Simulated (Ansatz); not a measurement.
# MoSe2: the cost of one run

Method: DFT LDA+U (U_eff = 6 eV on Mo d), plane waves, PAW, in Ansatz 0.2.0.

The COD entry's cell or inner coordinates are ideal or old and differ from later refinements, so a difference from it is no clean test against experiment.

## 1. The structure to begin with

The structure is hexagonal, space group P6_3/mmc (No. 194). The conventional cell has a = 3.288 Å, b = 3.288 Å, c = 12.900 Å, α = 90.00°, β = 90.00°, γ = 120.00°. Around Mo (site symmetry -6m2) lie 6 Se at 2.49 Å. Around Se (site symmetry 3m) lie 3 Mo at 2.49 Å.

Coordinates:

```cif
data_structure
_symmetry_space_group_name_H-M 'P6_3/mmc'
_symmetry_Int_Tables_number 194
_cell_length_a 3.2880
_cell_length_b 3.2880
_cell_length_c 12.9000
_cell_angle_alpha 90.000
_cell_angle_beta 90.000
_cell_angle_gamma 120.000
_cell_volume 120.78
loop_
_atom_site_label
_atom_site_type_symbol
_atom_site_symmetry_multiplicity
_atom_site_Wyckoff_symbol
_atom_site_fract_x
_atom_site_fract_y
_atom_site_fract_z
_atom_site_occupancy
Mo1 Mo 2 c 0.33333 0.66667 0.25000 1
Se1 Se 4 f 0.33333 0.66667 0.62500 1
```

Magnetic order typed: opposed in the cell.

## 2. From atoms, symmetry kept, no search

File input.yaml:

```yaml
crystal:
  lattice:
    - [3.28799957, 0.0, 0.0]
    - [-1.64399979, 2.84749116, 0.0]
    - [0.0, 0.0, 12.90000092]
  atoms:
    - { symbol: Mo, position: [0.3333333333, 0.6666666667, 0.25], spin: 2.0 }
    - { symbol: Mo, position: [0.6666666667, 0.3333333333, 0.75], spin: -2.0 }
    - { symbol: Se, position: [0.3333333333, 0.6666666667, 0.625] }
    - { symbol: Se, position: [0.6666666667, 0.3333333333, 0.125] }
    - { symbol: Se, position: [0.3333333333, 0.6666666667, 0.875] }
    - { symbol: Se, position: [0.6666666667, 0.3333333333, 0.375] }
basis:
  ecutwfc: 420
  ecutrho_ratio: 4
kpoints:
  mp_grid: { grid: [7, 7, 2] }
hamiltonian:
  xc: lda
  hubbard:
    sites: [{ site: 0, l: d, u_eff: 6.0 }, { site: 1, l: d, u_eff: 6.0 }]
scf:
  occupations: { method: gaussian, width: 0.05 }
  lower_state_search: "off"
  max_iter: 150
output:
  forces: true
  stress: true
  eigenvalues: true
  populations: true
  hubbard: { sites: [{ site: 0, l: d }, { site: 1, l: d }] }
magnetization:
  spin_polarized: true
```

Run with:

```console
$ ansatz run input.yaml --threads 4 --pin off --max-ram 6144MiB --backend cpu --events-out ev --progress --plain --runs-dir out
```

**Question.** How long does this run take on 4 threads of Arm Neoverse V1, shared host, and how much memory does it need?

About 23 s, with a peak of 0.57 GiB.
